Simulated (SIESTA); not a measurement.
**Ga under changes of volume**

One of the cells (18.073 Å³/atom); the others are scaled copies at fixed shape and fractional positions:

```
Ga
1.0
    -1.39357    1.39357    2.32653
     1.39357   -1.39357    2.32653
     1.39357    1.39357   -2.32653
Ga
1
Direct
  0.00000 0.00000 0.00000
```

This isn't the form of Ga at room conditions, which is orthorhombic.

* Program: SIESTA 5.4.2
* Functional: PBE
* Potentials or basis: PseudoDojo 0.4 standard (PBE files)
* Basis: DZP (energy shift 0.003 Ry; two zetas on semicore shells)
* Grid cutoff: 800 Ry
* Energy shift: 0.003 Ry
* k mesh: 13 × 13 × 13
* Occupations: fermi-dirac, width 0.05 eV
* Spin: no spin polarisation

```csv
volume (Å³/atom),energy over the lowest point (meV/atom),pressure (GPa)
16.655,?,?
17.010,35.64,7.3
17.364,21.21,5.3
18.073,4.91,2.6
18.427,1.18,1.4
18.781,0.00,0.0
```

What does the run at 16.655 Å³/atom give?

Energy over the lowest point 53.47 meV/atom; pressure 8.8 GPa.

Worked out: A Birch-Murnaghan fit of order 3 (a polynomial in V^(-2/3)) to the other rows has its minimum at 18.85 Å³/atom, just outside them, with B0 = V·E''(V) = 40 GPa (rough, since the energies scatter) at fixed shape and positions, which overstates the stiffness. It gives 55.42 meV/atom at 16.655 Å³/atom, against the run's 53.47, and -dE/dV = 10.3 GPa, against 8.8.

Energies are extrapolated to zero smearing.

Caveats: the basis of atomic orbitals isn't converged, which shifts pressures, moduli and gaps.
